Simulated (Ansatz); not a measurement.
# LiH: pressure as volume per atom varies

All results are calculated (Ansatz 0.2.0). Density functional stress and forces at fixed atoms, pressure and stress positive in compression, spin-unpolarised plane waves.

Cell of the first row (space group Fm-3m, No. 225):
```
CELL_PARAMETERS angstrom
0.00000 1.90280 1.90280
1.90280 0.00000 1.90280
1.90280 1.90280 0.00000
ATOMIC_POSITIONS crystal
Li 0.00000 0.00000 0.00000
H 0.50000 0.50000 0.50000
```

Settings of every row: periodic directions 3; functional r2SCAN; spin orbit no; potentials PAW; wave cutoff 500 eV; k mesh 10x10x10; smearing width 0 eV.

| row | volume per atom (Å³) | pressure (GPa) |
| --- | --- | --- |
| 1 | 6.89 | ? |
| 2 | 7.309 | 3.99 |
| 3 | 7.334 | 3.83 |
| 4 | 7.563 | 2.41 |
| 5 | 7.982 | 0.23 |
| 6 | 8.036 | -0.02 |
| 7 | 8.043 | -0.05 |
| 8 | 8.059 | -0.12 |
| 9 | 8.781 | -2.78 |
| 10 | 8.842 | -2.96 |
| 11 | 9.242 | -4.02 |

Question: what pressure should row 1 give?

Worked fit of pressure. Take u = (V_r/V)^(2/3) − 1 with V_r = 8.0395 Å³ an atom, which is twice the finite (Eulerian) strain; such expansions in the strain, on which the Birch-Murnaghan equation of state is built, carry the rest volume and the bulk modulus. The shown rows have u = 0.06557, 0.06314, 0.04157, 0.0048, 0.00029, -0.00029, -0.00161, -0.05712, -0.06146, -0.08874. Least squares give pressure = −0.033 + 54.107 × u + 108.11 × u² + 51.2 × u³ GPa; a parabola predicts inner rows, each left out in turn, worse (root mean square 0.0059 against 0.0031 GPa). All shown rows lie on it to the printed digit. The pressure vanishes at u = 0.0006, or V = 8.032 Å³ an atom, and there the bulk modulus with atoms relaxed is B = −V dP/dV = (2/3)(1 + u) dP/du = 36.2 GPa. The withheld row has u = 0.10834, so the fit gives −0.033 + 54.107 × (0.10834) + 108.11 × (0.10834)² + 51.2 × (0.10834)³ = 7.16 GPa.

The calculation gave 7.17 GPa. The fit lies 0.01 GPa (0.089 % of the column's range) below it, one unit of the last digit. This row lies beyond the range of the fit.
